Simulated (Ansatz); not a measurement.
Crystal: Sn.

```
Sn
1.0
    -1.72654    1.77555    2.33834
     1.72654   -1.77555    2.33834
     1.72654    1.77555   -2.33834
Sn
1
Direct
  0.00000 0.00000 0.00000
```

This isn't the form of Sn at room conditions, which is tetragonal (white tin).

- Program: Ansatz 0.2.0
- Task: relaxation of cell and atoms
- Functional: revPBE
- Potentials or basis: all-electron LAPW, scalar-relativistic
- Basis error allowed: 0.001 eV/atom
- k mesh: 11 × 11 × 11
- Occupations: fermi-dirac, width 0.05 eV
- Spin: no spin polarisation

At the start: volume 28.67 Å³/atom.

Question: How do energy, volume and symmetry change on relaxing?

Answer: Over 5 steps the energy falls by 3.1 meV/atom and the volume is 28.65 Å³/atom (-0.1 %); space group I4/mmm (No. 139, to 0.05 Å).

Step by step:
| step | energy change (eV) | largest force (eV/Å) | volume (Å³) |
| --- | --- | --- | --- |
| 1 | 0.0000 | 0.0000 | 28.67 |
| 2 | -0.0024 | 0.0000 | 28.63 |
| 3 | -0.0031 | 0.0000 | 28.65 |
| 4 | -0.0031 | 0.0000 | 28.65 |
| 5 | -0.0031 | 0.0000 | 28.65 |

Final structure:
```
CELL_PARAMETERS angstrom
-1.73782 1.73713 2.37281
1.73782 -1.73713 2.37281
1.73782 1.73713 -2.37281
ATOMIC_POSITIONS crystal
Sn 0.00000 0.00000 0.00000
```
